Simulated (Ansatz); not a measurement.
MnS: a fit and a missing row

MnS, Fm-3m, a = 5.095 Å. Ansatz: PBE, PAW, 420 eV, Γ-centred 14×14×14 mesh on 2 atoms, Gaussian smearing 0.10 eV; collinear spin, largest moment 4.0 μB. Symmetry fixes shape and atoms, so the cell is only scaled; pressure is positive in compression.

| V (Å³/atom) | P (GPa) |
| --- | --- |
| 15.543 | 4.35 |
| 16.039 | 2.19 |
| 16.535 | -0.03 |
| 17.031 | -1.59 |
| 17.527 | ? |

Question: Take V0 = 16.535 Å³/atom, count pressures from its P0 = -0.03 GPa, fit the third-order Birch–Murnaghan form to the other rows, and predict the missing pressure.

Answer: With the Eulerian strain f = ½[(V0/V)^(2/3) − 1] and y = (P − P0)/[3f(1 + 2f)^(5/2)], the form is the line y = B0 + 1.5 B0 (B0′ − 4) f. Rows (f, y): 0.02105, 62.6; 0.01026, 68.6; -0.00976, 56.0. Means f = 0.007183, y = 62.400; Σ(Δf)² = 0.0004888, ΣΔfΔy = 0.1303; the slope is their ratio. y = 60.49 + 266.5 f GPa, so B0 = 60.5 GPa and B0′ = 4 + 2 × (266.5)/(3 × 60.49) = 6.94. At V = 17.527, f = -0.01905, y = 55.41 and P = -2.90 GPa. The run gave -2.81 GPa, so the fit is 0.09 GPa too low, within the rms miss on the fitted rows (0.18 GPa). The form still works here, 33 % of the fitted range beyond its end.

The cell holds one magnetic atom, so it can only be ferromagnetic; an antiferromagnetic order may lie lower.